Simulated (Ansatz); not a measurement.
**Equation of state of selenium, fcc**

These are results of DFT, PBEsol, plane waves (420 eV) with PAW, scalar-relativistic in Ansatz 0.2.0, not measurements. (PAW data from PBE, frozen cores regenerated.)

The cell is scaled uniformly from the relaxed one, with fractional coordinates and shape fixed. Energies are extrapolated to zero smearing, pressures are those at the given smearing. Magnetic state: spin not included.

| V (Å³/atom) | E − E₀ (meV/atom) | P (GPa) |
| --- | --- | --- |
| 16.991 | 82.1 | 13.48 |
| 17.763 | 32.3 | 7.86 |
| 18.535 | 6.6 | 3.38 |
| 19.307 | 0.1 | -0.23 |
| 20.080 | 9.2 | -3.12 |
| 20.852 | 30.8 | -5.44 |
| 21.624 | 62.4 | -7.29 |

(1) Fit a third-order Birch-Murnaghan equation.

Results:

(1) V₀ = 19.22 Å³/atom, B₀ = 82 GPa, B₀′ = 4.4.
